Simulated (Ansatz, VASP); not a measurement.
## Mg: VASP beside Ansatz

```
Mg
1.0
     0.00000    2.24426    2.24426
     2.24426    0.00000    2.24426
     2.24426    2.24426    0.00000
Mg
1
Direct
  0.00000 0.00000 0.00000
```

This isn't the form of Mg at room conditions, which is hcp.

Alike in both runs: task relaxation of cell and atoms; functional PBE; k mesh 16 × 16 × 16; occupations gaussian, width 0.1 eV; no spin polarisation.

|  | VASP | Ansatz |
| --- | --- | --- |
| version | VASP 6.6.1 | Ansatz 0.2.0 |
| potentials or method | VASP PAW PBE potentials, release 64 (Mg) | scalar-relativistic, plane waves, PAW |
| plane-wave cutoff (eV) | 600 | 420 |
| valence electrons in the cell | 2 | 10 |

|  | VASP | Ansatz | Ansatz less VASP |
| --- | --- | --- | --- |
| gap on the k mesh at the Fermi level, each at its own relaxed structure (eV) | none | none | - |
| relaxed volume (Å³/atom) | 23.05 | 23.12 | +0.070 |
| relaxed cell length with the largest relative difference (Å) | 3.194 | 3.198 | +0.0032 |
| energy change over the relaxation (meV/atom) | -1 | -1 | -0.4 |

A gap of «none» marks a metal or a gap that the smearing closes. The two sets of potentials don't hold the same shells in valence.
